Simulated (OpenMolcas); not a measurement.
How methods differ on C4H6 (methylenecyclopropane)

C4H6 has 10 atoms, charge 0, and is taken as a singlet. SMILES: `C=C1CC1`. The coordinates come from a PBE0-D4/def2-TZVP relaxation.

Quantity: the dipole moment, in D. The values are calculated.

| level | kind | program | value (D) | CPU time |
| --- | --- | --- | --- | --- |
| HF/def2-SVP | Hartree–Fock | OpenMolcas | 0.37 | 6.7 s |
| revPBE/def2-SVP | GGA | OpenMolcas | 0.40 | 38 s |
| M06-L/def2-SVP | meta-GGA | OpenMolcas | 0.42 | 53 s |
| TPSS/def2-SVP | meta-GGA | OpenMolcas | 0.37 | 58 s |
| r2SCAN/def2-SVP | meta-GGA | OpenMolcas | ? | 51 s |
| B3LYP/def2-SVP | global hybrid | OpenMolcas | 0.39 | 37 s |
| M06-2X/def2-SVP | hybrid meta-GGA | OpenMolcas | ? | 46 s |
| PBE0/def2-SVP | global hybrid | OpenMolcas | 0.39 | 37 s |

Task: Estimate what the levels marked ? give.

Result: As computed at these levels: r2SCAN/def2-SVP: 0.43 D; M06-2X/def2-SVP: 0.35 D. Measured: 0.40 D (NIST CCCBDB). Nearest: revPBE/def2-SVP (0.00 D); farthest: M06-2X/def2-SVP (-0.05 D). The measured dipole is a vibrational average, so differences of a few hundredths of a debye mean little. Computed less measured by kind, in D (def2-SVP rows): Hartree–Fock -0.03; GGA +0.00; meta-GGA -0.03 to +0.03; global hybrid -0.05 to -0.01. Magnitudes only: a small dipole may point the other way at some levels. Times are those of the runs behind each value, whatever else they computed, on shared processors of several kinds: orders of magnitude only.
